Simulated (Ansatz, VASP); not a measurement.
# Two plane-wave programs on KI

File INCAR:

```
ALGO = Normal ; EDIFF = 1E-7
ENCUT = 520 ; GGA = PE
ISIF = 2 ; ISMEAR = 0
LASPH = T ; LCHARG = T
LELF = T ; LREAL = F
LVHAR = T ; LWAVE = F
NBANDS = 15 ; NELM = 100
PREC = Accurate ; SIGMA = 0.05
```

The input KPOINTS:

```
k-points
0
Gamma
  6 6 6
```

Contents of POSCAR:

```
KI
1.0
    0.0000000000      3.6655320000      3.2425860000
    3.6655320000      0.0000000000      3.2425860000
    3.6655320000      3.6655320000      0.0000000000
K I
1 1
Direct
    0.0000000000      0.0000000000      0.0000000000
    0.5000000000      0.5000000000      0.5000000000
```

Input for Ansatz:

```yaml
crystal:
  lattice:
    - [0.0, 3.665532, 3.242586]
    - [3.665532, 0.0, 3.242586]
    - [3.665532, 3.665532, 0.0]
  atoms:
    - { symbol: K, position: [0.0, 0.0, 0.0] }
    - { symbol: I, position: [0.5, 0.5, 0.5] }
basis:
  ecutwfc: 420
kpoints:
  mp_grid: { grid: [6, 6, 6] }
hamiltonian:
  xc: pbe
scf:
  occupations: { method: gaussian, width: 0.05 }
output:
  forces: true
  stress: true
  eigenvalues: true
```

Change from the starting cell: strain +0.040 along x and y, -0.080 along z, atoms carried along.

Alike in both runs: task single point; functional PBE; k mesh 6 × 6 × 6; occupations gaussian, width 0.05 eV; no spin polarisation.

|  | VASP | Ansatz |
| --- | --- | --- |
| version | VASP 6.6.1 | Ansatz 0.2.0 |
| potentials or method | VASP PAW PBE potentials, release 64 (K_sv, I) | scalar-relativistic, plane waves, PAW |
| plane-wave cutoff (eV) | 520 | 420 |
| valence electrons in the cell | 16 | 26 |

```csv
,VASP,Ansatz,Ansatz less VASP
gap on the k mesh at the Fermi level (eV),3.92,3.92,+0.005
least direct gap on the mesh (eV),3.92,3.92,+0.005
pressure (GPa),1.4,1.4,-0.03
largest component of the traceless stress (GPa),3.08,3.05,-0.034
```

The two sets of potentials don't hold the same shells in valence.

Caveats: spin-orbit coupling is left out, which moves the levels of the heavy elements.
